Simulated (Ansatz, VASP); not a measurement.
# One calculation of N, two programs

The input INCAR:

```
  PREC = Accurate
  ENCUT = 520
  EDIFF = 1E-6
  ISMEAR = -1
  SIGMA = 0.01
  LREAL = F
  LASPH = T
  NELM = 100
  ALGO = Normal
  ISIF = 2
  LWAVE = F
  LCHARG = F
  GGA = PS
  IBRION = 2
  NSW = 100
  EDIFFG = -0.003
```

Contents of KPOINTS:

```
Automatic mesh
0
Gamma
  1 1 1
```

Contents of POSCAR:

```
N
1.0
    9.0000000000      0.0000000000      0.0000000000
    0.0000000000      9.2000000000      0.0000000000
    0.0000000000      0.0000000000     10.1000000000
N
2
Direct
    0.5000000000      0.5000000000      0.4455445500
    0.5000000000      0.5000000000      0.5544554500
```

Input for Ansatz:

```yaml
crystal:
  lattice:
    - [9.0, 0.0, 0.0]
    - [0.0, 9.2, 0.0]
    - [0.0, 0.0, 10.1]
  atoms:
    - { symbol: "N", position: [0.5, 0.5, 0.44554455] }
    - { symbol: "N", position: [0.5, 0.5, 0.55445545] }
kpoints:
  mp_grid: { grid: [1, 1, 1] }
scf:
  occupations: { method: fermi_dirac, width: 0.01 }
hamiltonian:
  xc: pbesol
  pseudopotentials: { kind: paw }
output:
  forces: true
  stress: true
  write_density: true
  write_potential: true
  elf: true
  volumetric_format: npy
relax:
  f_tol: 0.003
  max_steps: 80
```

Alike in both runs: task relaxation of the atoms; functional PBEsol; k mesh 1 × 1 × 1; occupations fermi-dirac, width 0.01 eV; no spin polarisation.

|  | VASP | Ansatz |
| --- | --- | --- |
| version | VASP 6.6.1 | Ansatz 0.2.0 |
| potentials or method | VASP PAW PBE potentials, release 64 (N) | PAW with Ansatz's default frozen-core files, scalar-relativistic |
| plane-wave cutoff (eV) | 520 | 420 |
| valence electrons in the cell | 10 | 10 |

VASP gave:

- gap on the k mesh at the Fermi level, each at its own relaxed structure (eV): 8.05
- energy change over the relaxation (meV/atom): -5

Question: What did Ansatz give for the same quantities?

Answer: gap on the k mesh at the Fermi level, each at its own relaxed structure (eV): 8.23; energy change over the relaxation (meV/atom): 0.

Ansatz warned: «stress_scf_threshold_loose».

Caveats: the standard files for N, O and F lose accuracy on very short bonds. As with any semilocal functional, this PBEsol gap is likely too small.
